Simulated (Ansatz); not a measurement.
Free-standing chains of the atoms of BP, named by their start (strip: triangular double chain, ladder: square double chain); atoms and period are relaxed, and energies count from relaxed bulk BP (F-43m, 11.54 Å³/atom, gap on the mesh 1.12 eV).

Level of theory: DFT PBEsol, scalar-relativistic, plane waves, PAW (Ansatz 0.2.0).

Cutoff 420 eV, Gaussian smearing of 0.05 eV, energies at zero smearing, symmetry of each start kept, collinear spin where a moment is listed.

```
          start atoms k mesh excess energy (eV per host atom) period (Å) gap on the mesh (eV) highest filled level or Fermi level under vacuum (eV)
   linear chain      2  1×1×18                             1.852       3.423                  0.58                                                   5.65
dimerised chain      2  1×1×18                             1.852       3.424                  0.58                                                   5.65
   zigzag chain      2  1×1×20                             1.739       3.275                     0                                                   5.19
   ladder chain      4  1×1×18                             1.464       3.732                  0.78                                                      -
    strip chain      2  1×1×34                             2.255       2.035                     0                                                   4.59
```

Zero in every row: size of the moment (μB per cell).

Each run keeps its start's symmetry and one magnetic start, so lower states can exist. Rows stand on unlike meshes and boxes, so starts that end alike can differ by a few hundredths of an eV per atom.

Cost: 5 runs of about 5.9 core-minutes in all, on Arm Neoverse V2 (shared hosts).